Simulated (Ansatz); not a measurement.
# HgTe: the cost of one run

Program: Ansatz 0.2.0. Level of theory: DFT PBEsol, scalar-relativistic, plane waves, PAW. These are calculated values, not measurements.

## 1. The system as given

It takes space group Fm-3m (No. 225, cubic). Conventional cell: a = 6.154 Å, b = 6.154 Å, c = 6.154 Å, α = 90.00°, β = 90.00°, γ = 90.00°. Around Hg (site symmetry m-3m) lie 6 Te at 3.08 Å. Te (site symmetry m-3m) has 6 Hg at 3.08 Å as nearest neighbours.

Structure file:

```cif
data_structure
_symmetry_space_group_name_H-M 'P 1'
_symmetry_Int_Tables_number 1
_cell_length_a 4.3517
_cell_length_b 4.3517
_cell_length_c 4.3517
_cell_angle_alpha 60.000
_cell_angle_beta 60.000
_cell_angle_gamma 60.000
_cell_volume 58.27
loop_
_atom_site_label
_atom_site_type_symbol
_atom_site_fract_x
_atom_site_fract_y
_atom_site_fract_z
_atom_site_occupancy
Hg1 Hg 0.00000 0.00000 0.00000 1
Te1 Te 0.50000 0.50000 0.50000 1
```

The structure comes from the Materials Project (structure only).

## 2. One atom moved

Against the listed cell: atom 2 (Te) moved by 0.15 Å.

input.yaml

```yaml
crystal:
  lattice:
    - [0.0, 3.077117, 3.077117]
    - [3.077117, 0.0, 3.077117]
    - [3.077117, 3.077117, 0.0]
  atoms:
    - { symbol: Hg, position: [0.0, 0.0, 0.0] }
    - { symbol: Te, position: [0.5243734639, 0.4756265361, 0.5243734639] }
basis:
  ecutwfc: 420
kpoints:
  mp_grid: { grid: [10, 10, 10] }
hamiltonian:
  xc: pbesol
scf:
  occupations: { method: gaussian, width: 0.1 }
output:
  forces: true
  stress: true
  eigenvalues: true
  write_density: true
  write_potential: true
  elf: true
  volumetric_format: npy
```

Command:

```
$ ansatz run input.yaml --threads 1 --pin off --max-ram 1331MiB --backend cpu --events-out ev --progress --plain --runs-dir out
```

Q: Estimate wall time and peak memory on 1 thread of an Arm CPU, shared host.

About 26 s, with a peak of 0.48 GiB.
